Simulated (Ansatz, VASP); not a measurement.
NaH in VASP and in Ansatz

INCAR

```
SYSTEM = NaH
PREC     = Accurate       ! precision mode
ENCUT    = 520            ! plane-wave cutoff, eV
EDIFF    = 1E-7           ! SCF threshold, eV
ISMEAR   = -1             ! smearing method
SIGMA    = 0.02           ! smearing width, eV
LREAL    = .FALSE.        ! projectors in reciprocal space
LASPH    = .TRUE.         ! aspherical terms in the spheres
NELM     = 100            ! most SCF steps
ALGO     = Normal         ! electronic algorithm
ISIF     = 2              ! what is computed and relaxed
LWAVE    = .FALSE.        ! write WAVECAR
LCHARG   = .FALSE.        ! write CHGCAR
GGA      = PE             ! functional
NBANDS   = 16             ! bands
```

The input KPOINTS:

```
Automatic mesh
0
G
  12 12 6
  0 0 0
```

The input POSCAR:

```
NaH
1.0
    3.9532815521      0.0000000000      0.0000000000
   -1.9766407760      3.4236422524      0.0000000000
    0.0000000000      0.0000000000      4.8282923143
Na H
2 2
Direct
    0.3333333333      0.6666666667     -0.0624996801
    0.6666666667      0.3333333333      0.4375003199
    0.3333333333      0.6666666667      0.4374996801
    0.6666666667      0.3333333333      0.9374996801
```

Input for Ansatz:

```yaml
crystal:
  lattice:
    - [3.9532815521, 0.0, 0.0]
    - [-1.976640776, 3.4236422524, 0.0]
    - [0.0, 0.0, 4.8282923143]
  atoms:
    - { symbol: Na, position: [0.3333333333, 0.6666666667, -0.0624996801] }
    - { symbol: Na, position: [0.6666666667, 0.3333333333, 0.4375003199] }
    - { symbol: H, position: [0.3333333333, 0.6666666667, 0.4374996801] }
    - { symbol: H, position: [0.6666666667, 0.3333333333, 0.9374996801] }
kpoints:
  mp_grid: { grid: [12, 12, 6] }
  band_path:
    path:
      - [0.0, 0.0, 0.0]
      - [0.5, 0.0, 0.0]
      - [0.3333333333, 0.3333333333, 0.0]
      - [0.0, 0.0, 0.5]
      - [0.5, 0.0, 0.5]
      - [0.3333333333, 0.3333333333, 0.5]
      - [0.3, 0.3, 0.0]
      - [-0.09375, 0.1875, 0.0]
    npoints: 1
hamiltonian:
  xc: pbe
scf:
  occupations: { method: fermi_dirac, width: 0.02 }
  n_extra_bands: 5
output:
  forces: true
  stress: true
  eigenvalues: true
```

The cell was built by a generator and needn't be a form met in nature.

Alike in both runs: task single point; functional PBE; k mesh 12 × 12 × 6; occupations fermi-dirac, width 0.02 eV; no spin polarisation.

|  | VASP | Ansatz |
| --- | --- | --- |
| version | VASP 6.6.1 | Ansatz 0.2.0 |
| potentials or method | VASP PAW PBE potentials, release 64 (Na_pv, H) | plane waves, PAW |
| plane-wave cutoff (eV) | 520 | 420 |
| valence electrons in the cell | 16 | 20 |

```csv
,VASP,Ansatz,Ansatz less VASP
gap on the k mesh at the Fermi level (eV),3.33,3.33,-0.002
pressure (GPa),0.3,0.4,+0.03
largest component of the traceless stress (GPa),0.07,0.08,+0.002
```

The two sets of potentials don't hold the same shells in valence. Ansatz warned: «structure_snapped_to_symmetry».

A k mesh can miss the band edges. Expect the measured gap to be larger: semilocal functionals such as PBE lack the derivative discontinuity.
